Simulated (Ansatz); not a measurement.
Cu Kα1 powder pattern (kinematic, no thermal factors).
2θ (°) (relative intensity): 22.97 (13), 23.39 (6), 31.88 (15), 40.61 (16), 41.36 (18), 43.50 (37), 46.33 (100), 46.94 (1), 47.01 (34), 49.76 (3), 49.97 (1), 52.94 (4), 61.02 (9), 61.58 (10), 65.23 (1), 68.08 (2), 68.61 (1), 72.55 (1), 73.37 (7), 74.91 (12), 78.95 (2), 81.70 (1), 81.88 (17), 82.38 (6), 87.89 (4), 89.34 (8)

The pattern is computed from a structure relaxed with DFT PBE, scalar-relativistic, plane waves, PAW (Ansatz). No spin polarisation. Its elements are Al, Ni.

Give the structure.

AlNi$_{2}$.
Space group Cmcm (No. 63). a = 7.736 Å, b = 4.363 Å, c = 4.157 Å, α = 90.00°, β = 90.00°, γ = 90.00°
```tsv
atom	site	symmetry	x	y	z
Al	4c	m2m	0.0000	0.8037	0.7500
Ni	8g	..m	0.8319	0.3221	0.7500
```

A pattern alone doesn't exclude other cells with like lines; this is the one computed.

The structure comes from a generated guess; another structure or a mixture of phases may lie lower.
